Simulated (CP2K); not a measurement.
Pb under changes of volume

One of the cells (40.672 Å³/atom); the others are scaled copies at fixed shape and fractional positions:

```
CELL_PARAMETERS angstrom
4.86348 0.00000 0.00000
2.43174 4.21190 0.00000
2.43174 1.40397 3.97102
ATOMIC_POSITIONS crystal
Pb 0.25000 0.25000 0.25000
Pb 0.00000 0.00000 0.00000
```

This isn't the form of Pb at room conditions, which is fcc.

* Program: CP2K 2026.2
* Functional: r2SCAN
* Potentials or basis: POTENTIAL_UZH Pb GTH-SCAN-q4; TZVP-MOLOPT-SCAN-GTH basis
* Density cutoff: 9184 eV
* k mesh: 7 × 7 × 7
* Occupations: fermi-dirac, width 0.05 eV
* Spin: no spin polarisation

```tsv
volume (Å³/atom)	energy over the lowest point (meV/atom)	pressure (GPa)
38.232	?	?
39.045	0.00	-0.3
39.859	3.41	-1.0
40.672	9.89	-1.5
41.486	19.08	-2.1
42.299	30.67	-2.5
43.112	44.39	-2.9
```

Problem. What does the run at 38.232 Å³/atom give?

Solution. Energy over the lowest point 0.04 meV/atom; pressure 0.4 GPa.

Worked out: A Birch-Murnaghan fit of order 3 (a polynomial in V^(-2/3)) to the other rows has its minimum at 38.64 Å³/atom, just outside them, with B0 = V·E''(V) = 34 GPa and B' = 4.7. It gives 0.04 meV/atom at 38.232 Å³/atom, against the run's 0.04, and -dE/dV = 0.4 GPa, against 0.4.

Energies are extrapolated to zero smearing.

Caveats: the basis of atomic orbitals isn't converged, which shifts pressures, moduli and gaps.
